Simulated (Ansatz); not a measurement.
Theory: DFT PBE, scalar-relativistic, plane waves, PAW (Ansatz). All cells share a 420 eV cutoff and Γ-centred k meshes spaced at most about 0.3 Å⁻¹ (about 0.25 or finer for metals, 2π included). No spin polarisation.

All energies are static (0 K, no zero-point motion).

Two relaxed structures of La:

A.

```xyz
1
Lattice="3.3188 0.0000 0.0000 0.0000 3.3188 0.0000 0.0000 0.0000 3.3188" Properties=species:S:1:pos:R:3 pbc="T T T"
La    1.6594    1.6594    1.6594
```

B.

```xyz
3
Lattice="5.0231 0.0000 0.0000 0.0000 5.0231 0.0000 0.0000 0.0000 5.0231" Properties=species:S:1:pos:R:3 pbc="T T T"
La    0.0000    2.5116    2.5116
La    2.5116    0.0000    2.5116
La    2.5116    2.5116    0.0000
```

Question: Which form is favoured at zero pressure, and by what margin per atom?

Answer: A is lower, by 86 meV/atom. A has the simple cubic type, space group Pm-3m (No. 221), 36.6 Å³/atom and no gap on its mesh; B has space group Pm-3m (No. 221), 42.2 Å³/atom and no gap. Counting all near atoms (those within 1.25 times the shortest distance at each site), A has La 6 and B has La 8. The denser one is the lower, and pressure would at first widen the difference. In A, La has 6 La at 3.32 Å. In B, around La lie 8 La at 3.55 Å. Both come from invented guesses. The lowest form computed isn't among them: it has space group P6_3/mmc (No. 194), 36.9 Å³/atom and lies 0.50 eV/atom below the best shown.

Cells relaxed within their symmetry can be saddle points. Some candidate types were left out of the draw beforehand, so a known form may be missing.
